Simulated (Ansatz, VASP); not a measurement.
Two plane-wave programs on B

```
B
1.0
     2.85916    0.00000    0.00000
    -1.42958    2.47611    0.00000
     0.00000    0.00000    2.83562
B
3
Direct
  0.00000 0.00000 0.00000
  0.33333 0.66667 0.50000
  0.66667 0.33333 0.50000
```

Alike in both runs: functional r2SCAN; k mesh 11 × 11 × 15; occupations fermi-dirac, width 0.1 eV; no spin polarisation.

Ansatz relaxed the structure, and its values are those at the end. VASP's run is a single point on that final structure, the one shown.

```csv
,VASP,Ansatz
version,VASP 6.6.1,Ansatz 0.2.0
potentials or method,"VASP PAW PBE potentials, release 64 (B)","plane waves (500 eV) with PAW, scalar-relativistic"
plane-wave cutoff (eV),520,500
valence electrons in the cell,9,9
```

|  | VASP | Ansatz | Ansatz less VASP |
| --- | --- | --- | --- |
| pressure (GPa) | 0.2 | 0.0 | -0.18 |

Caveats: the PAW data sets were made with another functional, which shifts forces and pressure a little (VASP).
